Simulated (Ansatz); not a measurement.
A plane-wave DFT run in Ansatz 0.2.0 (scalar-relativistic PAW potentials unless the input names others): input and command.

```yaml
crystal:
  lattice:
    - [3.4976869355, 0.0, 0.0]
    - [-1.7488434678, 3.0290857406, 0.0]
    - [0.0, 0.0, 5.8245894054]
  atoms:
    - { symbol: Hf, position: [0.0, 0.0, 0.0] }
    - { symbol: S, position: [0.6666666667, 0.3333333333, 0.7417618025] }
    - { symbol: S, position: [0.3333333333, 0.6666666667, 0.2582381975] }
basis:
  ecutwfc: 420
kpoints:
  mp_grid: { grid: [12, 12, 6] }
hamiltonian:
  xc: pbe
  dispersion: d3bj
scf:
  occupations: { method: gaussian, width: 0.02 }
  mixing: { algorithm: anderson, beta: 0.001, ndim: 1 }
  max_iter: 75
output:
  forces: true
  eigenvalues: true
  stress: true
```

```bash
ansatz run input.yaml --threads 1 --pin off --max-ram 2560MiB --backend cpu --events-out ev --progress --plain --runs-dir out
```

Abridged log:
```
Basis set: ecut = 420 eV, 1189 PW (Γ), exchange–correlation on 48×48×80 points (8 copies of the dense FFT grid, shifted against one another)
Bands: 23, of which v1, the nominal top of the filled ones, is band 19 counted from 1 (18 counted from 0)
Symmetry: 12 space group operations
k-points: 100 of 864
SCF iter   1: F=—  HF=-17531.099887 eV  |F-HF|=—  |Δ(HF+E_count)|=         —  Δρ=1.38e-3  dr2=1.07e-3  ethr=1.77e-3  ⟨swp⟩=6.0  Hψ=10021  notcnv=0
SCF iter   2: F=—  HF=-17531.100113 eV  |F-HF|=—  |Δ(HF+E_count)|=   2.26e-4  Δρ=1.40e-3  dr2=8.40e-4  ethr=2.80e-6  ⟨swp⟩=2.2  Hψ=4860  notcnv=0
SCF iter   3: F=—  HF=-17531.100110 eV  |F-HF|=—  |Δ(HF+E_count)|=   3.28e-6  Δρ=1.39e-3  dr2=8.38e-4  ethr=2.21e-6  ⟨swp⟩=1.0  Hψ=2300  notcnv=0
SCF iter   4: F=—  HF=-17531.100107 eV  |F-HF|=—  |Δ(HF+E_count)|=   3.28e-6  Δρ=1.39e-3  dr2=8.35e-4  ethr=2.20e-6  ⟨swp⟩=1.0  Hψ=2300  notcnv=0
SCF iter   5: F=—  HF=-17531.100104 eV  |F-HF|=—  |Δ(HF+E_count)|=   2.43e-6  Δρ=1.39e-3  dr2=8.34e-4  ethr=2.20e-6  ⟨swp⟩=1.0  Hψ=2300  notcnv=0
SCF iter   6: F=—  HF=-17531.100102 eV  |F-HF|=—  |Δ(HF+E_count)|=   2.49e-6  Δρ=1.39e-3  dr2=8.32e-4  ethr=2.19e-6  ⟨swp⟩=1.0  Hψ=2300  notcnv=0
SCF iter   7: F=—  HF=-17531.100100 eV  |F-HF|=—  |Δ(HF+E_count)|=   2.37e-6  Δρ=1.39e-3  dr2=8.30e-4  ethr=2.19e-6  ⟨swp⟩=1.0  Hψ=2300  notcnv=0
SCF iter   8: F=—  HF=-17531.100097 eV  |F-HF|=—  |Δ(HF+E_count)|=   2.42e-6  Δρ=1.39e-3  dr2=8.28e-4  ethr=2.18e-6  ⟨swp⟩=1.0  Hψ=2300  notcnv=0
   ...
SCF iter  30: F=—  HF=-17531.100015 eV  |F-HF|=—  |Δ(HF+E_count)|=   1.29e-6  Δρ=1.36e-3  dr2=7.89e-4  ethr=2.08e-6  ⟨swp⟩=1.0  Hψ=2300  notcnv=0
SCF iter  31: F=—  HF=-17531.099933 eV  |F-HF|=—  |Δ(HF+E_count)|=   8.29e-5  Δρ=1.36e-3  dr2=7.88e-4  ethr=2.08e-6  ⟨swp⟩=1.0  Hψ=5000  notcnv=0
Mixer restart at iter 31: flushing history
iteration 31: the SCF's residuals had fallen too slowly under its mixing. It goes on by minimising its free energy, and can end on another state than longer mixing would; under `scf.algorithm: density_mixing` no SCF does so, but by `scf.convergence.dm_fallback`
SCF iter  32: F=—  HF=-17531.099622 eV  |F-HF|=—  |Δ(HF+E_count)|=   3.11e-4  Δρ=3.45e-4  dr2=1.06e-4  ethr=2.07e-6  ⟨swp⟩=2.3  Hψ=17706  notcnv=0
SCF iter  33: F=—  HF=-17531.099602 eV  |F-HF|=—  |Δ(HF+E_count)|=   1.92e-5  Δρ=1.02e-4  dr2=1.45e-5  ethr=2.80e-7  ⟨swp⟩=2.1  Hψ=11798  notcnv=0
SCF iter  34: F=—  HF=-17531.099597 eV  |F-HF|=—  |Δ(HF+E_count)|=   5.64e-6  Δρ=2.69e-5  dr2=8.97e-7  ethr=3.81e-8  ⟨swp⟩=1.7  Hψ=6341  notcnv=0
SCF iter  35: F=—  HF=-17531.099597 eV  |F-HF|=—  |Δ(HF+E_count)|=   1.98e-7  Δρ=8.14e-6  dr2=6.30e-8  ethr=2.63e-10  ⟨swp⟩=3.1  Hψ=9297  notcnv=0
SCF iter  36: F=-17531.099597 eV  HF=-17531.099597 eV  |F-HF|=1.97e-8  |Δ(HF+E_count)|=   1.80e-8  Δρ=2.72e-6  dr2=2.18e-8  ethr=1.66e-10  ⟨swp⟩=2.7  Hψ=7723  notcnv=0
SCF iter  37: F=-17531.099597 eV  HF=-17531.099597 eV  |F-HF|=1.97e-8  |Δ(HF+E_count)|=  7.28e-12  Δρ=2.72e-6  dr2=2.18e-8  ethr=5.73e-11  ⟨swp⟩=2.0  Hψ=8375  notcnv=0
SCF 1 converged in 37 iterations: F = -17531.099597 eV  dr2 = 2.18e-8
SCF converged after 37 iterations
Free energy (F): -17531.099597 eV
Harris-Foulkes:  -17531.099597 eV  (|F-HF|=1.97e-8)
Internal energy: -17531.099597 eV  (E = F + TS)
E sigma→0 (E₀):  -17531.099597 eV
Fermi energy:    10.716821 eV
  E_disp       = -1.079942  (pairwise vdW)
--- Forces (eV/Å), atoms counted from 1 ---
  atom   1  Hf     0.00000000     0.00000000     0.00000000
  atom   2  S      0.00000000     0.00000000    -0.00009852
  atom   3  S      0.00000000     0.00000000     0.00009852
--- Stress (GPa, compression-positive) ---
        5.616576       0.000000       0.000000
        0.000000       5.616576       0.000000
        0.000000       0.000000      -0.000268
  P = ⅓ Tr σ = 3.7443 GPa (37.443 kbar)
```

One setting here is unusual or wrong in general: mixing far too weak (scf.mixing: not typed → {"algorithm": "anderson", "beta": 0.001, "ndim": 1}). For this cell it did little harm to the result: the run converged in 37 SCF iterations with an energy at zero smearing within 0.01 meV/atom of the reference's, pressure 3.74 GPa, largest force 0.000 eV/Å, gap on the mesh 0.55 eV. A reference run on usual settings, whose relaxation ended at this geometry, converged, and the end of its own relaxation has pressure 3.74 GPa, largest force 0.000 eV/Å, gap on the mesh 0.55 eV (its cell was held, or driven to that pressure on purpose).

Time: 42 s on 1 thread of Arm Neoverse V2, on a shared host, peak memory 0.57 GiB.